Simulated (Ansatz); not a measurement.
# C: the cost of one run

Computed with Ansatz 0.2.0 (DFT PBE, scalar-relativistic, plane waves, PAW, unless a step's input says otherwise).

## (1) The starting structure

It takes space group P-3m1 (No. 164, trigonal). Conventional cell: a = 2.456 Å, b = 2.456 Å, c = 45.536 Å, α = 90.00°, β = 90.00°, γ = 120.00°. C (site symmetry 3m) is surrounded by 3 C at 1.42 Å.

Coordinates:

```
CELL_PARAMETERS angstrom
2.45623 0.00000 0.00000
-1.22811 2.12716 0.00000
0.00000 0.00000 45.53566
ATOMIC_POSITIONS crystal
C 0.00000 0.00000 0.19765
C 0.33333 0.66667 0.19765
C 0.00000 0.00000 0.27235
C 0.66667 0.33333 0.27235
C 0.00000 0.00000 0.72765
C 0.33333 0.66667 0.72765
C 0.00000 0.00000 0.80235
C 0.66667 0.33333 0.80235
```

Slab cut from the bulk at the bulk's listed lattice constants, lower half held.

## (2) Relaxing the atoms

Contents of input.yaml:

```yaml
crystal:
  lattice:
    - [2.45622751, 0.0, 0.0]
    - [-1.22811375, 2.12715542, 0.0]
    - [0.0, 0.0, 45.5356631845]
  atoms:
    - { symbol: C, position: [0.0, 0.0, 0.1976508206] }
    - { symbol: C, position: [0.33333333, 0.66666666, 0.1976472806] }
    - { symbol: C, position: [0.0, 0.0, 0.2723478905] }
    - { symbol: C, position: [0.66666667, 0.33333334, 0.2723514305] }
    - { symbol: C, position: [0.0, 0.0, 0.7276521095] }
    - { symbol: C, position: [0.33333333, 0.66666666, 0.7276485695] }
    - { symbol: C, position: [0.0, 0.0, 0.8023491794] }
    - { symbol: C, position: [0.66666667, 0.33333334, 0.8023527194] }
basis:
  ecutwfc: 600.0
  fft_grid_basis: typed
kpoints:
  mp_grid: { grid: [12, 12, 1] }
hamiltonian:
  xc: pbe
scf:
  occupations: { method: gaussian, width: 0.1 }
output:
  forces: true
  eigenvalues: true
efield:
  axis: 3
  dipole_correction: true
  ramp_width: 0.04
relax:
  adjacent_minimum: "off"
  f_tol: 0.04
  max_steps: 40
  constraints: [{ sites: [0, 1, 2, 3] }]
```

The run is started by

```sh
ansatz run input.yaml --threads 1 --pin off --max-ram 2211MiB --backend cpu --events-out ev --progress --plain --runs-dir out
```

Q: Estimate wall time and peak memory on 1 thread of AMD EPYC 9R45 (Zen 5), shared host.

About 38 s, with a peak of 0.6 GiB.
